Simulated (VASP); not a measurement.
I, 1 atom in the cell. The structure is tetragonal, space group I4/mmm (No. 139). The conventional cell has a = 3.417 Å, b = 3.417 Å, c = 8.242 Å, α = 90.00°, β = 90.00°, γ = 90.00°. I (site symmetry 4/mmm) is surrounded by 4 I at 3.42 Å.  The cell isn't the ideal one: strained and moved within a subgroup.

| Item | Value |
| --- | --- |
| Program | VASP 6.6.1 |
| Task | single point |
| Functional | PBE |
| Potentials or basis | VASP PAW PBE potentials, release 64 (I) |
| Cutoff | 520 eV |
| k mesh | 16 × 16 × 16 |
| Occupations | gaussian, width 0.1 eV |
| Spin | no spin polarisation |
| Dipole correction | no |
| Further INCAR settings | ALGO = Fast; EDIFF = 1e-06; NBANDS = 10 |

Potentials or basis: VASP PAW PBE potentials, release 64 (I).

Run with:

```bash
$ cat potpaw_PBE.64/I/POTCAR > POTCAR
$ mpirun -np 1 vasp_std > vasp.out
```

Hardware: 1 thread of Intel(R) Xeon(R) 6975P-C (Granite Rapids), on a shared host.

Problem. How long does it take, and how much memory?

Solution. It took 80 s on 1 thread of Intel(R) Xeon(R) 6975P-C (Granite Rapids), on a shared host, peak memory 0.32 GiB. Counts: scf iterations 13, k points 349.
